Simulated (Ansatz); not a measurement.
# Al2Au (Fm-3m) in Ansatz: convergence with k mesh

Aim: find how far k mesh must go before the results for Al2Au settle, at r2SCAN. This setting moves, with any that are tied to it; all else stays.

Program: Ansatz 0.2.0. These are calculated values, not measurements. Logs are shortened: lines on timing, memory, paths and dates and some standing lists are left out, and cuts for length are marked.

### Step 1. The structure

Symmetry: Fm-3m, No. 225, cubic system. The conventional cell has a = 6.000 Å, b = 6.000 Å, c = 6.000 Å, α = 90.00°, β = 90.00°, γ = 90.00°. Around Au (site symmetry m-3m) lie 8 Al at 2.60 Å. Al (site symmetry -43m) is surrounded by 4 Au at 2.60 Å.

### Step 2. With k mesh 3 × 3 × 3

Contents of input.yaml:

```yaml
crystal:
  lattice:
    - [0.0, 3.0, 3.0]
    - [3.0, 0.0, 3.0]
    - [3.0, 3.0, 0.0]
  atoms:
    - { symbol: Au, position: [0.0, 0.0, 0.0] }
    - { symbol: Al, position: [0.75, 0.75, 0.75] }
    - { symbol: Al, position: [0.25, 0.25, 0.25] }
hamiltonian:
  xc: r2scan
  pseudopotentials: { kind: paw, level: accurate }
kpoints:
  mp_grid: { grid: [3, 3, 3] }
scf:
  occupations: { method: methfessel_paxton, width: 0.05 }
output:
  forces: true
  stress: true
  eigenvalues: true
```

Potentials or basis: Ansatz PAW earlier set.

Run with:

```bash
ansatz run input.yaml --threads 2 --pin off --max-ram 5632MiB --backend cpu --events-out ev --progress --plain --runs-dir out
```

What it wrote:

```text
Warning: RAYON_NUM_THREADS=2 ignored (pool sized by the plan → 2); use --threads N
Au: no accurate dataset and no `high` cutoffs over those recommended for this run, though `hamiltonian.pseudopotentials.level` is `accurate`: for each of these the run reads a file's first dataset; to run at a higher cutoff, type a higher `basis.ecutwfc`
Engine: ansatz 0.2.0, aarch64-unknown-linux-gnu
Pseudopotentials: kind: paw, level: accurate
Pseudopotential: Au, paw, valence charge 19, recommended cutoff 930 eV (meta_gga), Au.paw.azcp
Pseudopotential: Al, paw, valence charge 11, recommended cutoff 1050 eV (high), Al.paw.azcp
Functional definition: r2SCAN
  parameter k0 = 0.174
  parameter k1 = 0.065
  parameter a1 = 4.9479
  exchange = r2scan_x(k0 = k0, k1 = k1, a1 = a1)
  correlation = r2scan_c
Crystal: 3 atoms, lattice volume = 54.000 Å³
Basis set: ecut = 1050 eV, 4279 PW (Γ), exchange–correlation on 180×180×180 points (64 copies of the dense FFT grid, shifted against one another)
Bands: 25, of which v1, the nominal top of the filled ones, is band 21 counted from 1 (20 counted from 0)
Symmetry: 48 space group operations
Space group: Fm-3m (ITA 225), of the structure as read, at distance tolerance 3.8e-5 Å
k-points: 4 of 27
Non-local potential: Au, projectors of the file, l = 0: 3, l = 1: 3, l = 2: 2, l = 3: 2
Non-local potential: Al, projectors of the file, l = 0: 2, l = 1: 2, l = 2: 1
PAW form: soft (Blöchl's): semilocal exchange-correlation on the pseudo side does not see the compensation charge
PAW frozen core: Au, regenerated for the run's functional (the file was generated under x = pbe(κ = 0.804, μ = 0.2195149727645171), c = pbe(β = 0.06672455060314922))
PAW frozen core: Al, regenerated for the run's functional (the file was generated under x = pbe(κ = 0.804, μ = 0.2195149727645171), c = pbe(β = 0.06672455060314922))
PAW one-centre angular grid: Au, 590 points (default); XC on 255 of its mesh's 1761 points in the sphere
PAW one-centre angular grid: Al, 302 points (default); XC on 160 Gauss nodes
Initial density: superposition of atomic densities (chi_scale 0.1, normalization cell, long waves kept (reshape's long-wave potential 0.00 eV rms))
Initial wavefunctions: pseudopotential atomic-orbital guess
Functional: x = r2scan, c = r2scan; τ floored in thin density (d = 2e-4 eV/Å³)
SCF iter   1: F=—  HF=-18067.698237 eV  |F-HF|=—  |Δ(HF+E_count)|=         —  Δρ=1.79e-1  dr2=2.44e1  dr2_τ=4.39e0  ethr=3.10e-3  ⟨swp⟩=7.5  Hψ=492  notcnv=0
preconditioner: auto → none  [insulator: Δε(μ)=1.458 eV  Ē_g=8.538 eV  σ=0.050 eV  W_gap=0.66  n_scr=14 (ndim 8)  ℏωp=20.8 eV  f_vac=0.000  D(μ)=18.90/eV (n_scr^D=458)  ε∞_Penn≈7.0]
SCF iter   2: F=—  HF=-18066.247252 eV  |F-HF|=—  |Δ(HF+E_count)|=    1.45e0  S|Δr|=    0.00e0  Δρ=1.24e-1  dr2=1.23e1  dr2_τ=1.07e1  ethr=3.10e-3  ⟨swp⟩=4.5  Hψ=293  notcnv=0  defer=3
SCF iter   3: F=—  HF=-18062.361448 eV  |F-HF|=—  |Δ(HF+E_count)|=    3.89e0  S|Δr|=    0.00e0  Δρ=2.31e-2  dr2=2.70e-1  dr2_τ=6.62e-2  ethr=3.10e-3  ⟨swp⟩=3.8  Hψ=249  notcnv=0  defer=3
SCF iter   4: F=—  HF=-18062.389254 eV  |F-HF|=—  |Δ(HF+E_count)|=   2.78e-2  S|Δr|=    0.00e0  Δρ=1.35e-2  dr2=1.42e-1  dr2_τ=2.50e-2  ethr=6.60e-4  ⟨swp⟩=2.8  Hψ=189  notcnv=0  defer=3
SCF iter   5: F=—  HF=-18062.362162 eV  |F-HF|=—  |Δ(HF+E_count)|=   2.71e-2  S|Δr|=    0.00e0  Δρ=4.94e-3  dr2=1.94e-2  dr2_τ=4.91e-4  ethr=3.47e-4  ⟨swp⟩=2.0  Hψ=144  notcnv=0  defer=3
SCF iter   6: F=—  HF=-18062.357994 eV  |F-HF|=—  |Δ(HF+E_count)|=   4.17e-3  S|Δr|=    0.00e0  Δρ=1.38e-3  dr2=1.83e-3  dr2_τ=8.65e-5  ethr=4.73e-5  ⟨swp⟩=2.0  Hψ=124  notcnv=0  defer=3
SCF iter   7: F=—  HF=-18062.357567 eV  |F-HF|=—  |Δ(HF+E_count)|=   4.28e-4  S|Δr|=    0.00e0  Δρ=2.39e-4  dr2=5.08e-5  dr2_τ=3.76e-6  ethr=4.45e-6  ⟨swp⟩=2.0  Hψ=130  notcnv=0  defer=3
SCF iter   8: F=—  HF=-18062.357374 eV  |F-HF|=—  |Δ(HF+E_count)|=   1.93e-4  S|Δr|=    0.00e0  Δρ=2.18e-5  dr2=1.74e-7  dr2_τ=7.06e-8  ethr=1.24e-7  ⟨swp⟩=2.0  Hψ=142  notcnv=0  defer=3
SCF iter   9: F=-18062.357374 eV  HF=-18062.357374 eV  |F-HF|=4.55e-10  |Δ(HF+E_count)|=   3.34e-7  S|Δr|=    0.00e0  Δρ=1.28e-5  dr2=7.64e-9  dr2_τ=3.22e-8  ethr=2.44e-10  ⟨swp⟩=10.2  Hψ=606  notcnv=0
SCF 1 converged in 9 iterations: F = -18062.357374 eV  dr2 = 7.64e-9
SCF converged after 9 iterations
Stability not checked: this state was not tested for a lower state beside it, because cold or Methfessel-Paxton smearing, or corrected tetrahedra, fill the levels in a way that the test cannot read (fill_not_monotonic; see scf.lower_state_search)
Free energy (F): -18062.357374 eV
Harris-Foulkes:  -18062.357374 eV  (|F-HF|=4.55e-10)
Internal energy: -18062.349879 eV  (E = F + TS)
E sigma→0 (E₀):  -18062.355500 eV
Entropy (-TS):   -0.007495 eV (-2.498 meV/atom)
Fermi energy:    13.318248 eV
--- Per-component energies (eV) ---
  E_band       = -1393.758080
  E_kinetic    = 1384.766160
  E_local      = -8515.233454  (includes V_loc(G=0)·N_el)
  E_nonlocal   = 1831.621884
  E_hartree    = 2424.809686
  E_xc         = -440.887198
  E_vxc        = -617.762813  (∫ρ·V_xc dr)
  E_paw        = -10308.742673  (= ΣΔE_a)
  E_vpaw       = -373.504826  (= ΣTr[D̂ρ^β])
  E_aug_tail   = -0.000066  (compensation charges beyond the density's cutoff)
  E_vtau       = 46.735897  (kinetic-family band-sum trace: ∫τ·v_τ [+ j·A + Jᵃ·Aᵃ] dr)
  E_ewald      = -4438.457516
  E_core_change = -0.226702  (= ΣΔE_core)
  E_smearing   = -0.007495  (= −TS)
  E_closure    = 0.000000  (closes the sum)
  Σ components = -18062.357374   (vs F -18062.357374, Δ=0.00e0)
--- Forces (eV/Å), atoms counted from 1 ---
  atom   1  Au    -0.00000000     0.00000000     0.00000000
  atom   2  Al     0.00000000    -0.00000000     0.00000000
  atom   3  Al     0.00000000     0.00000000    -0.00000000
  max |Σ_I F_I| component: 1.39e-16 eV/Å
--- Stress (GPa, compression-positive) ---
       -0.878567      -0.000000       0.000000
        0.000000      -0.878567      -0.000000
       -0.000000       0.000000      -0.878567
  P = ⅓ Tr σ = -0.8786 GPa (-8.786 kbar)
--- Band table (eV) ---
  k-point 0: bands = ["-97.1935", "-94.5798", "-94.5785", "-54.2608", "-54.2608", "-54.2608", "-54.2552", "-54.2552", "-54.2552", "-47.8460", "-47.8460", "-47.8460", "1.3887", "5.4916", "5.4916", "5.4916", "6.4818", "6.4818", "15.4123", "15.5410", "15.5410", "15.5410", "16.6735", "16.6735", "16.6735"]
  k-point 1: bands = ["-97.1935", "-94.5795", "-94.5788", "-54.2596", "-54.2595", "-54.2595", "-54.2566", "-54.2566", "-54.2564", "-47.8472", "-47.8461", "-47.8461", "2.7811", "5.3104", "5.7141", "5.7141", "6.5312", "6.5312", "8.7809", "13.3277", "13.3277", "16.0187", "16.8494", "16.8494", "17.1200"]
  k-point 2: bands = ["-97.1935", "-94.5795", "-94.5788", "-54.2616", "-54.2616", "-54.2603", "-54.2556", "-54.2546", "-54.2546", "-47.8474", "-47.8462", "-47.8462", "3.3798", "4.9670", "6.0610", "6.0610", "6.0720", "6.7237", "9.6408", "11.1043", "11.1043", "14.2011", "15.1985", "20.6755", "20.9560"]
  k-point 3: bands = ["-97.1935", "-94.5792", "-94.5791", "-54.2619", "-54.2602", "-54.2599", "-54.2562", "-54.2560", "-54.2542", "-47.8471", "-47.8469", "-47.8462", "4.4619", "5.2358", "5.8152", "6.1511", "6.3391", "6.4945", "8.2775", "8.6285", "11.5486", "14.8610", "18.3288", "18.4876", "20.0572"]
```

It took 2.5 s on 2 threads of Arm Neoverse V2, shared host; peak memory 0.72 GiB.

Results:

| Quantity | Value |
| --- | --- |
| Free energy | -18062.3574 eV |
| Pressure | -0.9 GPa |
| Band gap on the k mesh | none (metal or under the smearing width) |

### Step 3. With k mesh 4 × 4 × 4

Edit input.yaml of step 2 so:

```diff
@@ -13,3 +13,3 @@
 kpoints:
-  mp_grid: { grid: [3, 3, 3] }
+  mp_grid: { grid: [4, 4, 4] }
 scf:
```

Potentials or basis: Ansatz PAW earlier set.

Run with:

```bash
ansatz run input.yaml --threads 2 --pin off --max-ram 5632MiB --backend cpu --events-out ev --progress --plain --runs-dir out
```

It took 3.7 s on 2 threads of Arm Neoverse V2, shared host; peak memory 0.73 GiB.

What came out:

| Quantity | Value |
| --- | --- |
| Free energy | -18062.5953 eV |
| Pressure | 0.0 GPa |
| Band gap on the k mesh | none (metal or under the smearing width) |

### Step 4. With k mesh 5 × 5 × 5

Edit input.yaml of step 3 so:

```diff
@@ -13,3 +13,3 @@
 kpoints:
-  mp_grid: { grid: [4, 4, 4] }
+  mp_grid: { grid: [5, 5, 5] }
 scf:
```

Run with:

```bash
ansatz run input.yaml --threads 2 --pin off --max-ram 5632MiB --backend cpu --events-out ev --progress --plain --runs-dir out
```

It took 3.7 s on 2 threads of Arm Neoverse V2, shared host; peak memory 0.74 GiB.

What came out:

```yaml
Free_energy: -18062.6199 eV
Pressure: 0.8 GPa
Band_gap_on_the_k_mesh: none (metal or under the smearing width)
```

### Step 5. With k mesh 6 × 6 × 6

Edit input.yaml of step 4 so:

```diff
@@ -13,3 +13,3 @@
 kpoints:
-  mp_grid: { grid: [5, 5, 5] }
+  mp_grid: { grid: [6, 6, 6] }
 scf:
```

Run with:

```bash
ansatz run input.yaml --threads 2 --pin off --max-ram 5632MiB --backend cpu --events-out ev --progress --plain --runs-dir out
```

Wall time 4.9 s (2 threads of Arm Neoverse V2, shared host); peak memory 0.78 GiB.

What came out:

```
Free energy            : -18062.5800 eV
Pressure               : 0.8 GPa
Band gap on the k mesh : none (metal or under the smearing width)
```

### Step 6. With k mesh 7 × 7 × 7

Edit input.yaml of step 5 so:

```diff
@@ -13,3 +13,3 @@
 kpoints:
-  mp_grid: { grid: [6, 6, 6] }
+  mp_grid: { grid: [7, 7, 7] }
 scf:
```

Potentials or basis: Ansatz PAW earlier set.

Run with:

```bash
ansatz run input.yaml --threads 2 --pin off --max-ram 5632MiB --backend cpu --events-out ev --progress --plain --runs-dir out
```

It took 5.7 s on 2 threads of Arm Neoverse V2, shared host; peak memory 0.81 GiB.

It converged, with:

| Quantity | Value |
| --- | --- |
| Free energy | -18062.5776 eV |
| Pressure | 0.8 GPa |
| Band gap on the k mesh | none (metal or under the smearing width) |

### Step 7. With k mesh 9 × 9 × 9

Edit input.yaml of step 6 so:

```diff
@@ -13,3 +13,3 @@
 kpoints:
-  mp_grid: { grid: [7, 7, 7] }
+  mp_grid: { grid: [9, 9, 9] }
 scf:
```

Run with:

```bash
ansatz run input.yaml --threads 2 --pin off --max-ram 5632MiB --backend cpu --events-out ev --progress --plain --runs-dir out
```

Run time: 8.8 s. Hardware: 2 threads of Arm Neoverse V2, shared host; peak memory 0.84 GiB.

The run converged. Its results:

```yaml
Free_energy: -18062.5778 eV
Pressure: 0.8 GPa
Band_gap_on_the_k_mesh: none (metal or under the smearing width)
```

### Step 8. With k mesh 11 × 11 × 11

Edit input.yaml of step 7 so:

```diff
@@ -13,3 +13,3 @@
 kpoints:
-  mp_grid: { grid: [9, 9, 9] }
+  mp_grid: { grid: [11, 11, 11] }
 scf:
```

Run with:

```bash
ansatz run input.yaml --threads 2 --pin off --max-ram 5632MiB --backend cpu --events-out ev --progress --plain --runs-dir out
```

It took 12 s on 2 threads of Arm Neoverse V2, shared host; peak memory 0.88 GiB.

Results (log left out):

```yaml
Free_energy: -18062.5777 eV
Pressure: 0.8 GPa
Band_gap_on_the_k_mesh: none (metal or under the smearing width)
```

### Step 9. With k mesh 13 × 13 × 13

Edit input.yaml of step 8 so:

```diff
@@ -13,3 +13,3 @@
 kpoints:
-  mp_grid: { grid: [11, 11, 11] }
+  mp_grid: { grid: [13, 13, 13] }
 scf:
```

Potentials or basis: Ansatz PAW earlier set.

Run with:

```bash
ansatz run input.yaml --threads 2 --pin off --max-ram 5632MiB --backend cpu --events-out ev --progress --plain --runs-dir out
```

Run time: 18 s. Hardware: 2 threads of Arm Neoverse V2, shared host; peak memory 0.94 GiB.

It converged, with:

```yaml
Free_energy: -18062.5850 eV
Pressure: 0.8 GPa
Band_gap_on_the_k_mesh: none (metal or under the smearing width)
```

### Step 10. Result

```csv
k mesh,"energy less the tightest run, at zero smearing (meV/atom)",pressure (GPa),SCF cycles,CPU time (s),peak memory (GiB)
3 × 3 × 3,76.49,-0.88,9,4.7,0.72
4 × 4 × 4,-3.31,0.02,10,7,0.73
5 × 5 × 5,-11.60,0.75,9,7.1,0.74
6 × 6 × 6,1.78,0.82,9,9.6,0.78
7 × 7 × 7,2.54,0.84,9,11,0.81
9 × 9 × 9,2.38,0.78,9,17,0.84
11 × 11 × 11,2.46,0.77,8,24,0.88
13 × 13 × 13,0.00,0.77,8,35,0.94
```

Against the tightest run, the pressure stays within 0.1 GPa from 5 × 5 × 5 on. Not settled before the last step: the energy (to 1 meV/atom). Meshes of other sizes hit other points, so gaps and Fermi surfaces needn't settle smoothly. The tightest run that finished is the yardstick and may itself not be fully converged.

Caveats: the PAW data sets come from PBE, with cores solved anew for the run's functional, which leaves a small shift of forces and pressure.
